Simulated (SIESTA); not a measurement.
Runs of SIESTA 5.4.2 on PbS (Galena). The structure is cubic, space group Fm-3m (No. 225). The conventional cell has a = 5.931 Å, b = 5.931 Å, c = 5.931 Å, α = 90.00°, β = 90.00°, γ = 90.00°. Pb (site symmetry m-3m) is surrounded by 6 S at 2.97 Å. Around S (site symmetry m-3m) lie 6 Pb at 2.97 Å. 

```tsv
task	level	potentials or basis	cell	k mesh	optimiser	force tolerance	broadening (eV)	window to (eV)	polarisation	grid cutoff	energy shift	gap on the mesh (eV)	pressure (GPa)	V0 of scaled cells (Å³/atom)	B0 (GPa)
relaxation of cell and atoms	PBE	PseudoDojo 0.4 standard (PBE files), TZP (energy shift 0.002 Ry)	relaxed	8 × 8 × 8	Broyden	0.04 eV/Å	-	-	-	500 Ry	0.002 Ry	0.57	0.1	-	-
equation of state	LDA-PZ	PseudoDojo 0.4 standard (LDA files), DZP (energy shift 0.002 Ry)	as given	8 × 8 × 8	-	-	-	-	-	500 Ry	0.002 Ry	-	-	25.32	63
optical spectrum	PBE	PseudoDojo 0.4 standard (PBE files), DZP (energy shift 0.002 Ry)	as given	6 × 6 × 6	-	-	0.2 eV	40 eV	unpolarized	500 Ry	0.002 Ry	0.42	(c)	-	-
equation of state	LDA	PseudoDojo 0.4 standard (LDA files), DZP (energy shift 0.003 Ry; two zetas on semicore shells)	as given	8 × 8 × 8	-	-	-	-	-	500 Ry	0.003 Ry	-	-	(a)	63
band structure	PBEsol	PseudoDojo 0.4 standard (PBEsol files), DZP (energy shift 0.003 Ry; two zetas on semicore shells)	as given	8 × 8 × 8	-	-	-	-	-	500 Ry	0.003 Ry	(b)	0.0	-	-
band structure	RPBE	PseudoDojo 0.4 standard (PBE files), DZP (energy shift 0.002 Ry)	as given	8 × 8 × 8	-	-	-	-	-	500 Ry	0.002 Ry	0.49	4.8	-	-
band structure	PW91	PseudoDojo 0.4 standard (PBE files), DZP (energy shift 0.002 Ry)	as given	8 × 8 × 8	-	-	-	-	-	500 Ry	0.002 Ry	0.42	2.8	-	-
```

Alike in all rows: no spin polarisation; smearing fermi-dirac 0.05 eV.

Question: Fill in the values left out.

Answer: (a) 25.33; (b) 0.32; (c) 2.9.

Caveats: the basis of atomic orbitals isn't converged, which shifts pressures, moduli and gaps; semicore shells carry a single zeta, which can move pressures by several GPa and volumes by a few percent (some runs); spin-orbit coupling is left out, which as a rule narrows the gap of such compounds by several tenths of an eV (some runs); the potentials were made for another functional, which shifts forces and pressure (some runs); the basis holds too few empty states to meet the f-sum rule, so the spectrum is short of weight at high energy (some runs).

A k mesh can miss the band edges, and the runs leave out spin-orbit coupling on Pb.

Not every run made on this cell is shown here.
